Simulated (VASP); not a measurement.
# CaF2 (Fm-3m) in VASP: notebook

Runs on CaF2. Level: r2SCAN. Tasks: single point, relaxation of cell and atoms.

Everything below comes from runs of VASP 6.6.1. Logs are shortened: lines on timing, memory, paths and dates and some standing lists are left out, and cuts for length are marked.

**1. The crystal as given**

The structure is cubic, space group Fm-3m (No. 225). Conventional cell: a = 5.439 Å, b = 5.439 Å, c = 5.439 Å, α = 90.00°, β = 90.00°, γ = 90.00°. Ca (site symmetry m-3m) is surrounded by 8 F at 2.36 Å. Around F (site symmetry -43m) lie 4 Ca at 2.36 Å.

The cell comes from a database or a generator and needn't be the stable form of this composition.

**2. Single point, r2SCAN**

File POSCAR:

```
CaF2
1.0
    0.0000000000      2.7196081863      2.7196081863
    2.7196081863      0.0000000000      2.7196081863
    2.7196081863      2.7196081863      0.0000000000
Ca F
1 2
Direct
    0.0000000000      0.0000000000      0.0000000000
    0.7500000000      0.7500000000      0.7500000000
    0.2500000000      0.2500000000      0.2500000000
```

File INCAR.step1:

```
ALGO     = Normal         # electronic algorithm
EDIFF    = 1E-4           # SCF threshold, eV
ENCUT    = 520            # plane-wave cutoff, eV
GGA      = PE             # functional
ISMEAR   = 0              # smearing method
LASPH    = True           # aspherical terms in the spheres
LCHARG   = False          # write CHGCAR
LREAL    = False          # projectors in reciprocal space
LWAVE    = True           # write WAVECAR
NBANDS   = 19             # bands
NELM     = 100            # most SCF steps
PREC     = Accurate       # precision mode
SIGMA    = 0.02           # smearing width, eV
```

File INCAR.step2:

```
ALGO     = Normal         # electronic algorithm
EDIFF    = 1E-6           # SCF threshold, eV
ENCUT    = 520            # plane-wave cutoff, eV
ISIF     = 2              # what is computed and relaxed
ISMEAR   = 0              # smearing method
ISTART   = 1            
LASPH    = True           # aspherical terms in the spheres
LCHARG   = False          # write CHGCAR
LMIXTAU  = True         
LREAL    = False          # projectors in reciprocal space
LWAVE    = False          # write WAVECAR
METAGGA  = R2SCAN         # meta-GGA
NBANDS   = 19             # bands
NELM     = 100            # most SCF steps
PREC     = Accurate       # precision mode
SIGMA    = 0.02           # smearing width, eV
```

File KPOINTS:

```
k-points
0
Gamma
  8 8 8
```

Potentials or basis: VASP PAW PBE potentials, release 64 (Ca_sv, F).

Command:

```
$ cat potpaw_PBE.64/Ca_sv/POTCAR potpaw_PBE.64/F/POTCAR > POTCAR
$ cp INCAR.step1 INCAR
$ mpirun -np 1 vasp_std > vasp.out
$ cp INCAR.step2 INCAR
$ mpirun -np 1 vasp_std > vasp.out
```

OUTCAR:

```text
EDIFF = 1E-6
   ENCUT = 520
   ISIF = 2
   ISMEAR = 0
   ISTART = 1
   LASPH = True
   LREAL = False
   METAGGA = R2SCAN
   NELM = 100
   PREC = Accurate

 ion  position               nearest neighbor table
   1  0.000  0.000  0.000-   2 2.36   2 2.36   2 2.36   2 2.36   3 2.36   3 2.36   3 2.36   3 2.36

   2  0.750  0.750  0.750-   1 2.36   1 2.36   1 2.36   1 2.36
   3  0.250  0.250  0.250-   1 2.36   1 2.36   1 2.36   1 2.36

  LATTYP: Found a face centered cubic cell.
 ALAT       =     5.4392163726

  Lattice vectors:

 A1 = (   0.0000000000,   2.7196081863,   2.7196081863)
 A2 = (   2.7196081863,   0.0000000000,   2.7196081863)
 A3 = (   2.7196081863,   2.7196081863,   0.0000000000)

Analysis of symmetry for initial positions (statically):
=====================================================================
 Subroutine PRICEL returns:
 Original cell was already a primitive cell.

 Routine SETGRP: Setting up the symmetry group for a
 face centered cubic supercell.

 Subroutine GETGRP returns: Found 48 space group operations
 (whereof 48 operations were pure point group operations)
 out of a pool of 48 trial point group operations.

The static configuration has the point symmetry O_h .

Analysis of symmetry for dynamics (positions and initial velocities):
=====================================================================
 Subroutine PRICEL returns:
 Original cell was already a primitive cell.

 Routine SETGRP: Setting up the symmetry group for a
 face centered cubic supercell.

 Subroutine GETGRP returns: Found 48 space group operations
 (whereof 48 operations were pure point group operations)
 out of a pool of 48 trial point group operations.

The dynamic configuration has the point symmetry O_h .

 Subroutine INISYM returns: Found 48 space group operations
 (whereof 48 operations are pure point group operations),
 and found     1 'primitive' translations

----------------------------------------------------------------------------------------

                                     Primitive cell

  volume of cell :      40.2299

  direct lattice vectors                    reciprocal lattice vectors
     0.000000000  2.719608186  2.719608186    -0.183850013  0.183850013  0.183850013
     2.719608186  0.000000000  2.719608186     0.183850013 -0.183850013  0.183850013
     2.719608186  2.719608186  0.000000000     0.183850013  0.183850013 -0.183850013

  length of vectors
     3.846106781  3.846106781  3.846106781     0.318437563  0.318437563  0.318437563

  position of ions in fractional coordinates (direct lattice)
     0.000000000  0.000000000  0.000000000
     0.750000000  0.750000000  0.750000000
     0.250000000  0.250000000  0.250000000

  ion indices of the primitive-cell ions
   primitive index   ion index
                 1           1
                 2           2
                 3           3

----------------------------------------------------------------------------------------

 KPOINTS: k-points

Automatic generation of k-mesh.
 Grid dimensions read from file:
 generate k-points for:    8    8    8

 Generating k-lattice:

  Cartesian coordinates                     Fractional coordinates (reciprocal lattice)
    -0.022981252  0.022981252  0.022981252     0.125000000  0.000000000  0.000000000
     0.022981252 -0.022981252  0.022981252     0.000000000  0.125000000  0.000000000
     0.022981252  0.022981252 -0.022981252     0.000000000  0.000000000  0.125000000

  Length of vectors
     0.039804695  0.039804695  0.039804695

  Shift w.r.t. Gamma in fractional coordinates (k-lattice)
     0.000000000  0.000000000  0.000000000

 Subroutine IBZKPT returns following result:
 ===========================================

 Found     29 irreducible k-points:

 Following reciprocal coordinates:
            Coordinates               Weight
  0.000000  0.000000  0.000000      1.000000
  0.125000  0.000000  0.000000      8.000000
  0.250000  0.000000  0.000000      8.000000
  0.375000  0.000000  0.000000      8.000000
  0.500000  0.000000  0.000000      4.000000
  0.125000  0.125000  0.000000      6.000000
[... 16 lines left out ...]
  0.500000  0.250000  0.125000     48.000000
 -0.375000  0.250000  0.125000     24.000000
 [... further k-points ...]
   k-points           NKPTS =     29   k-points in BZ     NKDIM =     29   number of bands    NBANDS=     19
   number of dos      NEDOS =    301   number of ions     NIONS =      3
   total plane-waves  NPLWV =  27000
   dimension x,y,z NGX =    30 NGY =   30 NGZ =   30
   dimension x,y,z NGXF=    60 NGYF=   60 NGZF=   60
   ions per type =               1   2
   NGX,Y,Z   is equivalent  to a cutoff of  12.97, 12.97, 12.97 a.u.
   NGXF,Y,Z  is equivalent  to a cutoff of  25.93, 25.93, 25.93 a.u.
 SYSTEM =  unknown system
   PREC   = accura    normal or accurate (medium, high low for compatibility)
   ISTART =      1    job   : 0-new  1-cont  2-samecut
   ICHARG =      0    charge: 1-file 2-atom 10-const
   ISPIN  =      1    spin polarized calculation?
   LNONCOLLINEAR =      F non collinear calculations
   LSORBIT =      F    spin-orbit coupling
   LASPH  =      T    aspherical Exc in radial PAW
   ENCUT  =  520.0 eV  38.22 Ry    6.18 a.u.   7.15  7.15  7.15*2*pi/ulx,y,z
   NELM   =    100;   NELMIN=  2; NELMDL=  0     # of ELM steps
   EDIFF  = 0.1E-05   stopping-criterion for ELM
   LREAL  =      F    real-space projection
   EDIFFG = 0.1E-04   stopping-criterion for IOM
   NSW    =      0    number of steps for IOM
   IBRION =     -1    ionic relax: 0-MD 1-quasi-New 2-CG
   NFREE  =      0    steps in history (QN), initial steepest desc. (CG)
   ISIF   =      2    stress and relaxation
   ISYM   =      2    0-nonsym 1-usesym 2-fastsym
   POTIM  = 0.5000    time-step for ionic-motion
   TEBEG  =    0.0;   TEEND  =   0.0 temperature during run
   PSTRESS=    0.0 pullay stress
   NELECT =      24.0000    total number of electrons
   NUPDOWN=      -1.0000    fix difference up-down
   EMIN   =  10.00;   EMAX   =-10.00  energy-range for DOS
   EFERMI =   0.00;   METHOD = LEGACY
   ISMEAR =     0;   SIGMA  =   0.02  broadening in eV -4-tet -1-fermi 0-gaus
   EFERMI_NEDOS =   21; number of points for ismear=-14 and -15
   IALGO  =     38    algorithm
   IMIX   =      4    mixing-type and parameters
     AMIX     =   0.40;   BMIX     =  1.00
     AMIX_MAG =   1.60;   BMIX_MAG =  1.00
  volume/ion in A,a.u.               =      13.41        90.49
  Fermi-wavevector in a.u.,A,eV,Ry     =   1.378147  2.604320 25.841401  1.899289
  Thomas-Fermi vector in A             =   2.503235
   LORBIT       =      0    0 simple, 1 ext, 2 COOP (PROOUT), +10 PAW based schemes
   METAGGA = R2SCAN    functional components
   LHFCALC =     F    Hartree Fock is set to
   AEXX    =    0.0000 exact exchange contribution
   IVDW    =     0    specifies the selected vdW correction
   LEPSILON=     F    determine dielectric tensor
   LRPA    =     F    only Hartree local field effects (RPA)
 non-spin polarized calculation
 Gauss-broadening in eV      SIGMA  =   0.02
  energy-cutoff  :      520.00
  volume of cell :       40.23
 maximum number of plane-waves:      1106
 NGX is ok and might be reduce to    30
   NGX = 15   NGY = 15   NGZ = 15

 number of electron      23.9999983 magnetization

 Free energy of the ion-electron system (eV)
  ---------------------------------------------------
  ext. energy  EPLUGINS =         0.00000000
  ---------------------------------------------------
  free energy    TOTEN  =       -25.94824856 eV

  energy without entropy =      -25.94824856  energy(sigma->0) =      -25.94824856

 E-fermi :  -1.3496     XC(G=0): -10.3126

 val. band max:       -1.4734761857   @ k =   0.5000   0.5000   0.0000
 cond. band min:       6.5469451193   @ k =   0.0000   0.0000   0.0000
 fundamental gap:      8.0204213050
 Fermi energy:        -1.3496486491

 k-point     1 :       0.0000    0.0000    0.0000
  band No.  band energies     occupation
      1     -38.6629      2.00000
      2     -22.5683      2.00000
      3     -21.8010      2.00000
      4     -18.7259      2.00000
      5     -18.7259      2.00000
      6     -18.7258      2.00000
[... 11 lines left out ...]
     18      10.7836      0.00000
     19      16.4595      0.00000

 k-point     2 :       0.1250    0.0000    0.0000
  band No.  band energies     occupation
      1     -38.6576      2.00000
      2     -22.5973      2.00000
      3     -21.8391      2.00000
      4     -18.7324      2.00000
      5     -18.7324      2.00000
      6     -18.6697      2.00000
[... 11 lines left out ...]
     18      10.7413      0.00000
     19      15.7289      0.00000

 k-point     3 :       0.2500    0.0000    0.0000
  band No.  band energies     occupation
      1     -38.6448      2.00000
      2     -22.6414      2.00000
      3     -21.9622      2.00000
      4     -18.7480      2.00000
      5     -18.7480      2.00000
      6     -18.5262      2.00000
[... 11 lines left out ...]
     18      10.6397      0.00000
     19      14.4644      0.00000

 k-point     4 :       0.3750    0.0000    0.0000
  band No.  band energies     occupation
      1     -38.6319      2.00000
      2     -22.6415      2.00000
      3     -22.1324      2.00000
      4     -18.7635      2.00000
      5     -18.7635      2.00000
      6     -18.3740      2.00000
[... 11 lines left out ...]
     18      10.5390      0.00000
     19      13.6272      0.00000

 k-point     5 :       0.5000    0.0000    0.0000
  band No.  band energies     occupation
      1     -38.6266      2.00000
      2     -22.6190      2.00000
      3     -22.2253      2.00000
      4     -18.7699      2.00000
      5     -18.7699      2.00000
      6     -18.3090      2.00000
[... 11 lines left out ...]
     18      10.4977      0.00000
     19      13.4792      0.00000
[... 334 lines left out ...]
      2     -22.8244      2.00000
      3     -22.1051      2.00000
      4     -18.8356      2.00000
      5     -18.8355      2.00000
      6     -18.1340      2.00000
[... 11 lines left out ...]
     18      12.9299      0.00000
     19      14.2382      0.00000

 k-point    22 :       0.3750    0.2500    0.1250
  band No.  band energies     occupation
      1     -38.6352      2.00000
      2     -22.6762      2.00000
      3     -22.0455      2.00000
      4     -18.7711      2.00000
      5     -18.7220      2.00000
      6     -18.4482      2.00000
[... 11 lines left out ...]
     18      10.7429      0.00000
     19      14.9944      0.00000

 k-point    23 :       0.5000    0.2500    0.1250
  band No.  band energies     occupation
      1     -38.6249      2.00000
      2     -22.6347      2.00000
      3     -22.2317      2.00000
      4     -18.7886      2.00000
      5     -18.6460      2.00000
      6     -18.3986      2.00000
[... 11 lines left out ...]
     18      11.3149      0.00000
     19      14.3940      0.00000

 k-point    24 :      -0.3750    0.2500    0.1250
  band No.  band energies     occupation
      1     -38.6206      2.00000
      2     -22.5607      2.00000
      3     -22.3680      2.00000
      4     -18.7963      2.00000
      5     -18.6036      2.00000
      6     -18.3852      2.00000
[... 11 lines left out ...]
     18      11.8111      0.00000
     19      13.9782      0.00000

 [... further k-points ...]

------------------------ aborting loop because EDIFF is reached ----------------------------------------

  FORCE on cell =-STRESS in cart. coord.  units (eV):
  Direction    XX          YY          ZZ          XY          YZ          ZX
  --------------------------------------------------------------------------------------
  -------------------------------------------------------------------------------------
  Total        0.1522562      0.1522562      0.1522562      0.0000000      0.0000000      0.0000000
  in kB        6.0636846      6.0636846      6.0636846      0.0000000      0.0000000      0.0000000
  external PRESSURE =       6.0636846 kB  Pullay stress =       0.0000000 kB

 VOLUME and BASIS-vectors are now :
 -----------------------------------------------------------------------------
  energy-cutoff  :      520.00
  volume of cell :       40.23
      direct lattice vectors                 reciprocal lattice vectors
     0.000000000  2.719608186  2.719608186    -0.183850013  0.183850013  0.183850013
     2.719608186  0.000000000  2.719608186     0.183850013 -0.183850013  0.183850013
     2.719608186  2.719608186  0.000000000     0.183850013  0.183850013 -0.183850013

 POSITION                                       TOTAL-FORCE (eV/Angst)
 -----------------------------------------------------------------------------------
      0.00000      0.00000      0.00000         0.000000      0.000000      0.000000
      4.07941      4.07941      4.07941        -0.000000     -0.000000     -0.000000
      1.35980      1.35980      1.35980         0.000000      0.000000      0.000000
 -----------------------------------------------------------------------------------
    total drift:                                0.000000     -0.000000      0.000000

  FREE ENERGIE OF THE ION-ELECTRON SYSTEM (eV)
  ---------------------------------------------------
  free  energy   TOTEN  =       -25.9482485572 eV

  energy  without entropy=      -25.9482485572  energy(sigma->0) =      -25.94824856
```

It took 100 s on 1 thread of Intel Xeon Platinum 8488C (Sapphire Rapids), shared host; peak memory 0.17 GiB.

Results:

```yaml
Free_energy: -25.9482 eV
Pressure: 0.6 GPa
Band_gap_on_the_k_mesh: 8.02 eV, indirect (least direct gap 8.28 eV)
```

Caveat: the PAW data sets were made with another functional, which shifts forces and pressure a little.

(Continued in part 2 of 2.)
